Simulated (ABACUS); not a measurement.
## Gd in ABACUS: convergence with scf thr

Input of the first run (scf thr 0.01); the others differ in this setting and in those tied to it:

INPUT

```
INPUT_PARAMETERS
suffix              Gd
calculation         scf
basis_type          pw
pseudo_dir          ./
symmetry            1
dft_functional      GGA_X_RPBE+GGA_C_PBE
ecutwfc             52
pseudo_rcut         10
nspin               2
nbands              10
ks_solver           dav
smearing_method     mv
smearing_sigma      0.00734986
scf_thr             0.01
scf_nmax            100
mixing_type         broyden
mixing_beta         0.4
cal_force           1
cal_stress          1
kpar                4
```

File STRU:

```
ATOMIC_SPECIES
Gd 157.2500 Gd.upf

LATTICE_CONSTANT
1.8897261246

LATTICE_VECTORS
-0.0523620000 2.5785630000 2.5049580000
2.5699660000 -0.0465980000 2.4991940000
2.5957880000 2.5986220000 -0.0724200000

ATOMIC_POSITIONS
Direct

Gd
0.0
1
-0.0001820000 0.0290240000 -0.0026510000 1 1 1 mag 0
```

Contents of KPT:

```
K_POINTS
0
Gamma
6 6 6 0 0 0
```

Potentials or basis: PseudoDojo NC SR 0.4.1 PBE standard, lanthanides 3+ (f in core), plane waves.

The run is started by

```console
$ OMP_NUM_THREADS=1 mpirun -np 4 abacus > log
```

The cell isn't the ideal one: cell strained at random.

This isn't the form of Gd at room conditions, which is hcp.

Hardware: 4 MPI ranks on Intel(R) Xeon(R) 6975P-C (Granite Rapids) (shared host).

| scf thr | energy less the tightest run, at zero smearing (meV/atom) | absolute moment (μB) | SCF cycles | CPU time (s) |
| --- | --- | --- | --- | --- |
| 0.01 | 22.84 | 0.23 | 1 | 9 |
| 0.001 | 1.46 | 0.01 | 3 | 13 |
| 0.0001 | 0.23 | 0.01 | 4 | 16 |
| 1e-05 | 0.02 | 0.00 | 5 | 18 |
| 1e-06 | 0.01 | 0.00 | 6 | 20 |
| 1e-07 | 0.00 | 0.00 | 7 | 23 |
| 1e-08 | 0.00 | 0.00 | 8 | 26 |
| 1e-10 | 0.00 | 0.00 | 10 | 31 |

Against the tightest run, the energy stays within 1 meV/atom from 0.0001 on; the absolute moment stays within 0.02 μB from 0.001 on. The tightest run that finished is the yardstick and may itself not be fully converged.

Caveat, for the tightest run too: all typed moments are zero, and the program then starts from 1 μB on every atom. The state reached can hang on the start; a lower one may exist.
